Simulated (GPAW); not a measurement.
## Does Ga15NiAs16 (GaAs32 Ni1) carry moments in GPAW?

Aim: find out whether Ga15NiAs16 (GaAs32 Ni1) carries moments when they start parallel, and what they gain.

Main program and level: GPAW 26.7.0; PBE; plane waves with GPAW's PAW setups, scalar-relativistic.

### 1. Set-up

The structure is tetragonal, space group P-42m (No. 111). Conventional cell: a = 11.306 Å, b = 11.306 Å, c = 5.653 Å, α = 90.00°, β = 90.00°, γ = 90.00°. Nearest to Ni lie 4 As at 2.45 Å. Nearest to As lie 3 Ga at 2.45 Å and 1 Ni at 2.45 Å. Nearest to Ga lie 4 As at 2.45 Å. Nearest to As lie 4 Ga at 2.45 Å. As has 4 Ga at 2.45 Å nearest. substitutional dopants on the host's lattice, its constants typed without a cited source, atoms not relaxed. Farther neighbours are not listed.

The cell is a made-up one and need not be a known phase.

### 2. Run 1 (ferro +)

The parallel start comes first: it fits the smallest cell, keeps the most symmetry and shows whether parallel moments form.

order1.py reads:

```python
import json
import numpy as np
from ase import Atoms
from ase.parallel import paropen, parprint
from gpaw import GPAW

atoms = Atoms(['Ni', 'As', 'Ga', 'As', 'Ga', 'As', 'Ga', 'As', 'Ga', 'As', 'Ga', 'As', 'Ga', 'As', 'Ga', 'As', 'Ga', 'As', 'Ga', 'As', 'Ga', 'As', 'Ga', 'As', 'Ga', 'As', 'Ga', 'As', 'Ga', 'As', 'Ga', 'As'],
    cell=[[11.306, 0.0, 0.0],
         [0.0, 11.306, 0.0],
         [0.0, 0.0, 5.653]],
    scaled_positions=[[0.0, 0.0, 0.0],
         [0.125, 0.125, 0.25],
         [0.0, 0.25, 0.5],
         [0.125, 0.375, 0.75],
         [0.25, 0.0, 0.5],
         [0.375, 0.125, 0.75],
         [0.25, 0.25, 0.0],
         [0.375, 0.375, 0.25],
         [0.0, 0.5, 0.0],
         [0.125, 0.625, 0.25],
         [0.0, 0.75, 0.5],
         [0.125, 0.875, 0.75],
         [0.25, 0.5, 0.5],
         [0.375, 0.625, 0.75],
         [0.25, 0.75, 0.0],
         [0.375, 0.875, 0.25],
         [0.5, 0.0, 0.0],
         [0.625, 0.125, 0.25],
         [0.5, 0.25, 0.5],
         [0.625, 0.375, 0.75],
         [0.75, 0.0, 0.5],
         [0.875, 0.125, 0.75],
         [0.75, 0.25, 0.0],
         [0.875, 0.375, 0.25],
         [0.5, 0.5, 0.0],
         [0.625, 0.625, 0.25],
         [0.5, 0.75, 0.5],
         [0.625, 0.875, 0.75],
         [0.75, 0.5, 0.5],
         [0.875, 0.625, 0.75],
         [0.75, 0.75, 0.0],
         [0.875, 0.875, 0.25]],
    pbc=True,
    magmoms=[2.0, 0.0, 0.0, 0.0, 0.0, 0.0, 0.0, 0.0, 0.0, 0.0, 0.0, 0.0, 0.0, 0.0, 0.0, 0.0, 0.0, 0.0, 0.0, 0.0, 0.0, 0.0, 0.0, 0.0, 0.0, 0.0, 0.0, 0.0, 0.0, 0.0, 0.0, 0.0])
atoms.calc = GPAW(mode={'name': 'pw', 'ecut': 450},
    xc='PBE',
    kpts={'size': (3, 3, 5), 'gamma': True},
    occupations={'name': 'fermi-dirac', 'width': 0.05},
    convergence={'density': 1e-05, 'energy': 1e-05},
    maxiter=200,
    mixer={'name': 'pulay', 'beta': 0.05, 'nmaxold': 6, 'weight': 50},
    symmetry={'tolerance': 1e-4},
    txt='order1.txt')
e = atoms.get_potential_energy(force_consistent=True)
res = {'free_energy': e, 'energy_sigma0': atoms.get_potential_energy(), 'fermi_energy': atoms.calc.get_fermi_level()}
res['moments'] = atoms.get_magnetic_moments().tolist()
res['total'] = atoms.get_magnetic_moment()
parprint('site moments (muB):', np.round(res['moments'], 3))
parprint(f"total moment: {res['total']:.3f} muB")
parprint(f'free energy: {e:.6f} eV')
atoms.calc.write('order1.gpw')
with paropen('results.json', 'w') as f:
    json.dump(res, f)
```

The run is started by

```console
$ OMP_NUM_THREADS=1 mpirun -n 4 gpaw python order1.py > order1.log
```

Numbers of over 12 decimals in the logs are rounded to 6 here.

The log of the run:

```text
site moments (muB): [1.025e+00 6.200e-02 1.100e-02 1.000e-02 1.100e-02 1.000e-02 6.000e-03
 1.100e-02 7.000e-03 1.000e-02 1.100e-02 6.200e-02 1.000e-03 1.100e-02
 6.000e-03 1.000e-02 7.000e-03 1.000e-02 1.000e-03 1.100e-02 1.100e-02
 6.200e-02 6.000e-03 1.000e-02 7.000e-03 1.100e-02 1.000e-03 1.000e-02
 1.000e-03 1.000e-02 6.000e-03 6.200e-02]
total moment: 2.182 muB
free energy: -134.363884 eV

--- order1.txt ---
Input parameters:
  mode=PW(ecut=450),
  convergence={'density': 1e-05, 'energy': 1e-05},
  kpts=MonkhorstPack(size=(3, 3, 5), gamma=True),
  maxiter=200,
  mixer=Pulay(name='pulay', nmaxold=6, beta=0.05, weight=50, sigma=0.015, g_ss=None),
  occupations=Occupations(name='fermi-dirac', width=0.05),
  symmetry=Symmetry(tolerance=0.0001),
  xc=XC(name='PBE')

Diagonalizing LCAO Hamiltonian
Converting LCAO to pw mode
        .---------------------------.
       /|                           |
      / |                           |
     /  |  As            As         |
    /   |       As            As    |
   /  Ga|           Ga              |
  /    As         As As         As  |
 *      .--Ga-------------Ga--------.
 |     / As As         As As       /
 | Ga /      Ga  Ga        Ga     /
 |   Ga Ga    As   Ga Ga    As   /
 |  /As            As           /
 | /      Ga            Ga     /
 |/                           /
 Ni------------Ga------------*

Atoms  # Å, Bohr magnetons
|    | symbol |        x |        y |        z |    initial magnetic moments |
|----|--------|----------|----------|----------|-----------------------------|
|  0 |     Ni | 0.000000 | 0.000000 | 0.000000 | ( 0.0000,  0.0000,  2.0000) |
|  1 |     As | 1.413250 | 1.413250 | 1.413250 | ( 0.0000,  0.0000,  0.0000) |
|  2 |     Ga | 0.000000 | 2.826500 | 2.826500 | ( 0.0000,  0.0000,  0.0000) |
|  3 |     As | 1.413250 | 4.239750 | 4.239750 | ( 0.0000,  0.0000,  0.0000) |
|  4 |     Ga | 2.826500 | 0.000000 | 2.826500 | ( 0.0000,  0.0000,  0.0000) |
|  5 |     As | 4.239750 | 1.413250 | 4.239750 | ( 0.0000,  0.0000,  0.0000) |
|  6 |     Ga | 2.826500 | 2.826500 | 0.000000 | ( 0.0000,  0.0000,  0.0000) |
|  7 |     As | 4.239750 | 4.239750 | 1.413250 | ( 0.0000,  0.0000,  0.0000) |
|  8 |     Ga | 0.000000 | 5.653000 | 0.000000 | ( 0.0000,  0.0000,  0.0000) |
|  9 |     As | 1.413250 | 7.066250 | 1.413250 | ( 0.0000,  0.0000,  0.0000) |
| 10 |     Ga | 0.000000 | 8.479500 | 2.826500 | ( 0.0000,  0.0000,  0.0000) |
| 11 |     As | 1.413250 | 9.892750 | 4.239750 | ( 0.0000,  0.0000,  0.0000) |
| 12 |     Ga | 2.826500 | 5.653000 | 2.826500 | ( 0.0000,  0.0000,  0.0000) |
| 13 |     As | 4.239750 | 7.066250 | 4.239750 | ( 0.0000,  0.0000,  0.0000) |
| 14 |     Ga | 2.826500 | 8.479500 | 0.000000 | ( 0.0000,  0.0000,  0.0000) |
| 15 |     As | 4.239750 | 9.892750 | 1.413250 | ( 0.0000,  0.0000,  0.0000) |
| 16 |     Ga | 5.653000 | 0.000000 | 0.000000 | ( 0.0000,  0.0000,  0.0000) |
| 17 |     As | 7.066250 | 1.413250 | 1.413250 | ( 0.0000,  0.0000,  0.0000) |
| 18 |     Ga | 5.653000 | 2.826500 | 2.826500 | ( 0.0000,  0.0000,  0.0000) |
| 19 |     As | 7.066250 | 4.239750 | 4.239750 | ( 0.0000,  0.0000,  0.0000) |
| 20 |     Ga | 8.479500 | 0.000000 | 2.826500 | ( 0.0000,  0.0000,  0.0000) |
| 21 |     As | 9.892750 | 1.413250 | 4.239750 | ( 0.0000,  0.0000,  0.0000) |
| 22 |     Ga | 8.479500 | 2.826500 | 0.000000 | ( 0.0000,  0.0000,  0.0000) |
| 23 |     As | 9.892750 | 4.239750 | 1.413250 | ( 0.0000,  0.0000,  0.0000) |
| 24 |     Ga | 5.653000 | 5.653000 | 0.000000 | ( 0.0000,  0.0000,  0.0000) |
| 25 |     As | 7.066250 | 7.066250 | 1.413250 | ( 0.0000,  0.0000,  0.0000) |
| 26 |     Ga | 5.653000 | 8.479500 | 2.826500 | ( 0.0000,  0.0000,  0.0000) |
| 27 |     As | 7.066250 | 9.892750 | 4.239750 | ( 0.0000,  0.0000,  0.0000) |
| 28 |     Ga | 8.479500 | 5.653000 | 2.826500 | ( 0.0000,  0.0000,  0.0000) |
| 29 |     As | 9.892750 | 7.066250 | 4.239750 | ( 0.0000,  0.0000,  0.0000) |
| 30 |     Ga | 8.479500 | 8.479500 | 0.000000 | ( 0.0000,  0.0000,  0.0000) |
| 31 |     As | 9.892750 | 9.892750 | 1.413250 | ( 0.0000,  0.0000,  0.0000) |

Unit cell  # Å
| periodic |         x |         y |        z |   lengths |    angles |
|----------|-----------|-----------|----------|-----------|-----------|
|      yes | 11.306000 |  0.000000 | 0.000000 | 11.306000 | 90.000000 |
|      yes |  0.000000 | 11.306000 | 0.000000 | 11.306000 | 90.000000 |
|      yes |  0.000000 |  0.000000 | 5.653000 |  5.653000 | 90.000000 |

Number of symmetries: 8

BZ-sampling:
  Number of BZ points: 45
  Number of IBZ points: 9

  Monkhorst-Pack size: [3, 3, 5]
  Monkhorst-Pack shift: [0, 0, 0]

K-points  # in reciprocal-cell coordinates
|   |                                coordinates |     weight |
|---|--------------------------------------------|------------|
| 0 | (  0.00000000,   0.00000000,   0.00000000) | 0.02222222 |
| 1 | (  0.00000000,   0.00000000,   0.20000000) | 0.04444444 |
| 2 | (  0.00000000,   0.00000000,   0.40000000) | 0.04444444 |
| 3 | (  0.33333333,   0.00000000,   0.00000000) | 0.08888889 |
| 4 | (  0.33333333,   0.00000000,   0.20000000) | 0.17777778 |
| 5 | (  0.33333333,   0.00000000,   0.40000000) | 0.17777778 |
| 6 | (  0.33333333,   0.33333333,   0.00000000) | 0.08888889 |
| 7 | (  0.33333333,   0.33333333,   0.20000000) | 0.17777778 |
| 8 | (  0.33333333,   0.33333333,   0.40000000) | 0.17777778 |

Plane wave coefficients: 15715
Cutoff: 450.000000 eV

Spin-components: 2 (collinear spins)
Bands:           90
Projectors:      161
Spin-degeneracy: 1
Datatype:        complex128

Parallelization:
  kpt:    4
  domain: 1
  band:   1

Density:
  Valence electrons: 141.0
  Components: 2
  Grid points: [56 56 28]
  Charge: 0.0  # |e|

Potential:
  Grid points: [56 56 28]

species:
  Ni:
    name:    Nickel
    Z:       28.0
    valence: 16
    core:    12
    charge:  0.0  # [|e|]
    compensation charges:
      type: gauss
      rc: 0.36  # [Å]
      lmax: 2
    cutoffs:
      filter: 2.14  # [Å]
      core: 1.98  # [Å]
    projectors
    | kind |    occ | energy [eV] | rcut [Å] |
    |------|--------|-------------|----------|
    |   4s |  2.000 |      -5.642 |    1.164 |
    |   3p |  6.000 |     -71.394 |    1.207 |
    |   4p |  0.000 |      -1.226 |    1.207 |
    |   3d |  8.000 |      -8.875 |    1.138 |
    |    s |        |      21.570 |    1.164 |
    |    d |        |      18.337 |    1.138 |

    Using partial waves for Ni as LCAO basis

  As:
    name:    Arsenic
    Z:       33.0
    valence: 5
    core:    28
    charge:  0.0  # [|e|]
    compensation charges:
      type: gauss
      rc: 0.33  # [Å]
      lmax: 2
    cutoffs:
      filter: 1.87  # [Å]
      core: 2.96  # [Å]
    projectors
    | kind |    occ | energy [eV] | rcut [Å] |
    |------|--------|-------------|----------|
    |   4s |  2.000 |     -14.487 |    1.058 |
    |   4p |  3.000 |      -5.196 |    1.058 |
    |    s |        |      12.725 |    1.058 |
    |    p |        |      22.016 |    1.058 |
    |    d |        |       0.000 |    1.058 |

    Using partial waves for As as LCAO basis

  Ga:
    name:    Gallium
    Z:       31.0
    valence: 3
    core:    28
    charge:  0.0  # [|e|]
    compensation charges:
      type: gauss
      rc: 0.37  # [Å]
      lmax: 2
    cutoffs:
      filter: 2.06  # [Å]
      core: 4.17  # [Å]
    projectors
    | kind |    occ | energy [eV] | rcut [Å] |
    |------|--------|-------------|----------|
    |   4s |  2.000 |      -8.945 |    1.164 |
    |   4p |  1.000 |      -2.580 |    1.164 |
    |    s |        |      18.266 |    1.164 |
    |    p |        |      24.631 |    1.164 |
    |    d |        |       0.000 |    1.164 |

    Using partial waves for Ga as LCAO basis

Reference energy: -1818685.648984  # eV

eigensolver:
  PPCG
  Converge bands: occupied
  niter=2

density mixing:
  Pulay-Mixer
  Linear mixing parameters: 0.05
  Old densities: 6
  Fourier metric: weight=50, sigma=0.015

occupation numbers:
  Fermi-Dirac:
    width: 0.0500  # eV

poisson solver:
  ecut: 3600.000000  # eV

xc functional:
  name: PBE with 2 nearest neighbor stencil

convergence criteria:
- Maximum integral of absolute [dens]ity change: 1e-05 electrons / valence electron
- Maximum [total energy] change in last 3 cyles: 1e-05 eV / valence electron
- Maximum integral of absolute [eigenst]ate change: 4e-08 eV^2 / valence electron
maximum number of iterations: 200

SCF iterations
|iter     |      energy | eigst |  dens |  magmom |
|---------|-------------|-------|-------|---------|
|iter:   1|       0s | -136.489053 | +0.23 |       |  +2.0028|
|iter:   2|      18s | -135.092447 | -1.29 | -0.88 |  +1.9402|
|iter:   3|      35s | -134.806262 | -1.97 | -0.93 |  +1.9353|
|iter:   4|      52s | -134.705976 | -1.62 | -0.98 |  +2.0594|
|iter:   5|      70s | -134.299136 | -1.42 | -1.09 |  +2.0922|
|iter:   6|      87s | -134.421516 | -2.05 | -1.39 |  +2.1590|
|iter:   7|     105s | -134.494615 | -2.51 | -1.60 |  +2.1801|
|iter:   8|     122s | -134.347477 | -2.43 | -1.74 |  +2.1789|
|iter:   9|     139s | -134.334440 | -3.25 | -2.21 |  +2.1733|
|iter:  10|     157s | -134.335126 | -3.92 | -2.43 |  +2.1778|
[... 12 iterations left out ...]
|iter:  23|     384s | -134.336462c| -7.64c| -4.21 |  +2.1860|
|iter:  24|     403s | -134.336448c| -7.58c| -4.25 |  +2.1847|
|iter:  25|     412s | -134.336449c| -8.60c| -4.46 |  +2.1847|
|iter:  26|     422s | -134.336448c| -8.03c| -4.48 |  +2.1844|
|iter:  27|     431s | -134.336445c| -8.31c| -4.60 |  +2.1841|
|iter:  28|     440s | -134.336438c| -7.70c| -4.66 |  +2.1833|
|iter:  29|     450s | -134.336439c| -7.92c| -4.84 |  +2.1835|
|iter:  30|     459s | -134.336434c| -7.81c| -4.82 |  +2.1829|
|iter:  31|     469s | -134.336431c| -8.21c| -5.00 |  +2.1826|
|iter:  32|     478s | -134.336428c| -7.96c| -5.06c|  +2.1824|

Converged in 32 steps
Energy contributions relative to reference atoms: (reference = -1818685.648984)

Energy contributions:
  Kinetic:         412.133429
  Coulomb:        -365.443021
  Zero:              0.399540
  External:          0.000000
  Xc:             -181.398920
  Entropy:          -0.054912
  Spinorbit:         0.000000
  ----------------------------
  Free energy:    -134.363884
  Extrapolated:   -134.336428

dipole moment: (-109.601604, -109.601604, -112.544620)  # |e|*Ang

Total magnetic moment: (0.000000, 0.000000, 2.182402)

Local magnetic moments
|        x |        y |        z |
|----------|----------|----------|
| 0.000000 | 0.000000 | 1.024845 |  # Ni   0
| 0.000000 | 0.000000 | 0.062498 |  # As   1
| 0.000000 | 0.000000 | 0.010903 |  # Ga   2
| 0.000000 | 0.000000 | 0.010467 |  # As   3
| 0.000000 | 0.000000 | 0.010903 |  # Ga   4
| 0.000000 | 0.000000 | 0.010467 |  # As   5
| 0.000000 | 0.000000 | 0.005619 |  # Ga   6
| 0.000000 | 0.000000 | 0.010969 |  # As   7
| 0.000000 | 0.000000 | 0.007333 |  # Ga   8
| 0.000000 | 0.000000 | 0.010467 |  # As   9
| 0.000000 | 0.000000 | 0.010903 |  # Ga  10
| 0.000000 | 0.000000 | 0.062498 |  # As  11
| 0.000000 | 0.000000 | 0.000896 |  # Ga  12
| 0.000000 | 0.000000 | 0.010969 |  # As  13
| 0.000000 | 0.000000 | 0.005619 |  # Ga  14
| 0.000000 | 0.000000 | 0.010467 |  # As  15
[...]
| 0.000000 | 0.000000 | 0.005619 |  # Ga  22
| 0.000000 | 0.000000 | 0.010467 |  # As  23
| 0.000000 | 0.000000 | 0.006792 |  # Ga  24
| 0.000000 | 0.000000 | 0.010969 |  # As  25
| 0.000000 | 0.000000 | 0.000896 |  # Ga  26
| 0.000000 | 0.000000 | 0.010467 |  # As  27
| 0.000000 | 0.000000 | 0.000896 |  # Ga  28
| 0.000000 | 0.000000 | 0.010467 |  # As  29
| 0.000000 | 0.000000 | 0.005619 |  # Ga  30
| 0.000000 | 0.000000 | 0.062498 |  # As  31

Fermi level: 4.872
Eigenvalues  # (at kpt = [0.000, 0.000, 0.000])
| band index |      eig [eV] | occ [0-1] |      eig [eV] | occ [0-1] |
|------------|---------------|-----------|---------------|-----------|
|          0 |       -59.297 |     1.000 |       -58.139 |     1.000 |
|        ... |               |           |               |           |
|         61 |         3.251 |     1.000 |         3.455 |     1.000 |
|         62 |         3.317 |     1.000 |         3.455 |     1.000 |
|         63 |         3.317 |     1.000 |         3.646 |     1.000 |
|         64 |         3.609 |     1.000 |         3.666 |     1.000 |
|         65 |         3.785 |     1.000 |         3.964 |     1.000 |
|         66 |         3.799 |     1.000 |         4.198 |     1.000 |
|         67 |         4.045 |     1.000 |         4.318 |     1.000 |
|         68 |         4.045 |     1.000 |         4.318 |     1.000 |
|         69 |         5.085 |     0.014 |         5.373 |     0.000 |
|         70 |         5.111 |     0.008 |         5.424 |     0.000 |
|         71 |         5.111 |     0.008 |         5.424 |     0.000 |
|         72 |         5.548 |     0.000 |         5.582 |     0.000 |
|         73 |         6.395 |     0.000 |         6.428 |     0.000 |
|         74 |         6.395 |     0.000 |         6.428 |     0.000 |
|         75 |         6.413 |     0.000 |         6.452 |     0.000 |
|         76 |         6.592 |     0.000 |         6.615 |     0.000 |
|        ... |               |           |               |           |
|         89 |         8.233 |     0.000 |         8.264 |     0.000 |

No gap
No difference between direct/indirect transitions
```

Wall time 8.4 min (4 MPI ranks of Arm Neoverse V1, shared host); peak memory 2.2 GiB; 34 min of CPU time.

Spin moment in the augmentation sphere by element, in μB:

```csv
element,atoms,mean,spread (r.m.s.),least,largest
Ni,1,1.02,0.00,1.02,1.02
As,16,0.02,0.02,0.01,0.06
Ga,15,0.01,0.00,0.00,0.01
```

The atoms farthest from the mean of their element:

```csv
atom,"x, y, z (Å)",spin moment in the augmentation sphere (μB)
As32,"9.89, 9.89, 1.41",0.06
As2,"1.41, 1.41, 1.41",0.06
As22,"9.89, 1.41, 4.24",0.06
As12,"1.41, 9.89, 4.24",0.06
As30,"9.89, 7.07, 4.24",0.01
As28,"7.07, 9.89, 4.24",0.01
As24,"9.89, 4.24, 1.41",0.01
As18,"7.07, 1.41, 1.41",0.01
```

This step gave:

```yaml
magnetization: 2.182 μB
final_state: ferromagnetic
```

After 32 cycles the largest moment stands at 1.02 μB.

[end of part 1 of 2]

[Logs and program files are shortened in this print: banners, set-up blocks, solver, clock and traceback lines can be left out without a mark of their own.]

[Logs are printed without paths, hosts, clocks, repeated set-up lines and the standing remarks that a program may print on its own settings, such as how far it seeks lower states.]

[Hosts, paths, dates, database ids (printed as entryN), source tags and the programs' standing remarks are cut or masked in the printed files.]

[Where a cell is said to come from a database of computed structures, the database is the Materials Project.]
